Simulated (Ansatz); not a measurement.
# A computed series for InN: response to strain

Start from InN in the wurtzite structure (space group P6_3mc, No. 186; a = 3.537 Å, c = 5.714 Å).

Strains are applied to the cell and any free atomic positions relax.

All numbers come from Ansatz (an electronic-structure program) PBEsol, spin-orbit coupling left out.

Notes on the quantities. pressure: mean of the normal stresses, compression positive.

```
isotropic strain (%)  pressure (GPa)
--------------------  --------------
-5.62                           35.0
-4.52                           25.9
-2.54                              ?
-1.99                            9.4
-1.1                             4.9
0                                0.0
```

Q: Fit P = P₀ − Bδ + Cδ² with δ = (1 + ε)³ − 1 to the rows shown and predict the withheld row.

A: Least squares on the printed values gives P₀ = 0.1 GPa, B = 124 GPa (at held cell shape), C = 594 GPa (largest residual 0.2 GPa); this predicts 12.6 GPa, and the run gives 12.5 GPa, in agreement.

A case with no gap was solved on a k-mesh chosen for an insulator, which is coarse for it. Stability against distortions was not tested. The final runs are not spin-polarised.
